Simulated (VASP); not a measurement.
Here is a VASP 6.6.1 calculation.

File INCAR:

```
ALGO     = Normal         # electronic algorithm
EDIFF    = 1E-7           # SCF threshold, eV
EDIFFG   = -0.005         # ionic threshold
ENCUT    = 600            # plane-wave cutoff, eV
GGA      = PE             # functional
IBRION   = 2              # ionic algorithm
ISIF     = 3              # what is computed and relaxed
ISMEAR   = 1              # smearing method
LASPH    = T              # aspherical terms in the spheres
LCHARG   = F              # write CHGCAR
LREAL    = F              # projectors in reciprocal space
LWAVE    = F              # write WAVECAR
NELM     = 80             # most SCF steps
NSW      = 90             # ionic steps
PREC     = Accurate       # precision mode
SIGMA    = 0.1            # smearing width, eV
```

KPOINTS

```
k-points
0
Gamma
  15 15 7
```

The input POSCAR:

```
Zr                                      
1.0
    3.2334570298      0.0000000000      0.0000000000
   -1.6167285149      2.8002559248     -0.0000000000
   -0.0000000000     -0.0000000000      5.1664547843
  Zr            
     2
Direct
     0.3333333300000021    0.6666666699999979    0.2500000000000000
     0.6666666699999979    0.3333333300000021    0.7500000000000000
```

Potentials or basis: VASP PAW PBE potentials, release 64 (Zr_sv).

Command:

```console
$ cat potpaw_PBE.64/Zr_sv/POTCAR > POTCAR
$ mpirun -np 1 vasp_std > vasp.out
```

(1) Predict the band gap on the k mesh.

(2) What does it give for the relaxed volume?

(3) Estimate the relaxed cell.

(4) What does it give for the space group after relaxing (to 0.05 Å)?

Results:

(1) none (metal or under the smearing width).

(2) 23.39 Å³/atom.

(3) a = 3.233 Å, b = 3.233 Å, c = 5.168 Å, α = 90.00°, β = 90.00°, γ = 120.00°.

(4) P6_3/mmc (No. 194).
